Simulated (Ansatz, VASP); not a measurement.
# One calculation of LiF, two programs

```
CELL_PARAMETERS angstrom
0.00000 2.04050 2.04050
2.04050 0.00000 2.04050
2.04050 2.04050 0.00000
ATOMIC_POSITIONS crystal
Li 0.00000 0.00000 0.00000
F 0.50000 0.50000 0.50000
```

Change from the starting cell: volume scaled by 1.04.

Alike in both runs: task single point; functional LDA; k mesh 10 × 10 × 10; occupations fermi-dirac, width 0.03 eV; no spin polarisation.

|  | VASP | Ansatz |
| --- | --- | --- |
| version | VASP 6.6.1 | Ansatz 0.2.0 |
| potentials or method | VASP PAW LDA potentials, release 64 (Li_sv, F), cutoff 520 eV | all-electron LAPW, scalar-relativistic |

|  | VASP | Ansatz | Ansatz less VASP |
| --- | --- | --- | --- |
| gap on the k mesh at the Fermi level (eV) | 8.49 | 8.48 | -0.011 |

Ansatz ran all-electron here, so the differences hold the error of VASP's frozen core and of both bases.

 A k mesh can miss the band edges.
